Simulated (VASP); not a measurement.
ZrS2, 3 atoms in the cell. It takes space group P-3m1 (No. 164, trigonal). The conventional cell has a = 3.611 Å, b = 3.611 Å, c = 5.627 Å, α = 90.00°, β = 90.00°, γ = 120.00°. Zr (site symmetry -3m) has 6 S at 2.53 Å as nearest neighbours. Around S (site symmetry 3m) lie 3 Zr at 2.53 Å. The cell is a database's computed one.

- Program: VASP 6.6.1
- Task: band structure
- Functional: LDA
- Potentials or basis: VASP PAW LDA potentials, release 64 (Zr_sv, S)
- Cutoff: 300 eV
- k mesh: 4 × 4 × 2
- Occupations: gaussian, width 0.02 eV
- Spin: no spin polarisation
- Further INCAR settings: ALGO = Normal; EDIFF = 1e-06

Potentials or basis: VASP PAW LDA potentials, release 64 (Zr_sv, S).

Run with:

```console
$ cat potpaw_LDA.64/Zr_sv/POTCAR potpaw_LDA.64/S/POTCAR > POTCAR
$ cp INCAR.step1 INCAR
$ cp KPOINTS.step1 KPOINTS
$ mpirun -np 1 vasp_std > vasp.out
$ cp INCAR.step2 INCAR
$ cp KPOINTS.step2 KPOINTS
$ mpirun -np 1 vasp_std > vasp.out
```

Hardware: 1 thread of AMD EPYC 9R45 96-Core Processor (Zen 5), on a shared host.

Q: Estimate the wall time of this run.

A: It took 15 s on 1 thread of AMD EPYC 9R45 96-Core Processor (Zen 5), on a shared host, peak memory 0.15 GiB. Counts: scf iterations 7, k points 180.
